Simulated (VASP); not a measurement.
A run of VASP 6.6.1 is set up as follows.

The input INCAR:

```
SYSTEM = ScAl
PREC = Accurate
ENCUT = 520
EDIFF = 1E-7
ISMEAR = 0
SIGMA = 0.1
LREAL = Auto
LASPH = .True.
NELM = 100
ALGO = Fast
ISIF = 2
LWAVE = .False.
LCHARG = .True.
GGA = PS
LELF = .True.
LVHAR = .True.
ISYM = 0
NBANDS = 70
```

KPOINTS

```
Automatic mesh
0
Gamma
  2 2 2
  0.5 0.5 0.5
```

File POSCAR:

```
ScAl
1.0
    6.7406979400      0.0000000000      0.0000000000
    0.0000000000      0.0000000000     -6.7406979400
    0.0000000000      6.7406979400      0.0000000000
Sc Al
8 8
Direct
    0.2500000000      0.2500000000      0.2500000000
    0.2500000000      0.7500000000      0.2500000000
    0.2500000000      0.2500000000      0.7500000000
    0.2500000000      0.7500000000      0.7500000000
    0.7500000000      0.2500000000      0.2500000000
    0.7500000000      0.7500000000      0.2500000000
    0.7500000000      0.2500000000      0.7500000000
    0.7500000000      0.7500000000      0.7500000000
    0.0000000000      0.5000000000      0.0000000000
    0.0000000000      0.0000000000      0.0000000000
    0.0000000000      0.5000000000      0.5000000000
    0.0000000000      0.0000000000      0.5000000000
    0.5000000000      0.5000000000      0.0000000000
    0.5000000000      0.0000000000      0.0000000000
    0.5000000000      0.5000000000      0.5000000000
    0.5000000000      0.0000000000      0.5000000000
```

Potentials or basis: VASP PAW PBE potentials, release 64 (Sc_sv, Al).

The run is started by

```console
$ cat potpaw_PBE.64/Sc_sv/POTCAR potpaw_PBE.64/Al/POTCAR > POTCAR
$ mpirun -np 1 vasp_std > vasp.out
```

Predict the pressure.

-2.1 GPa.

Predict the band gap on the k mesh.

0.55 eV.

Caveat: the PAW data sets were made with another functional, which shifts forces and pressure a little. A k mesh can miss the band edges.
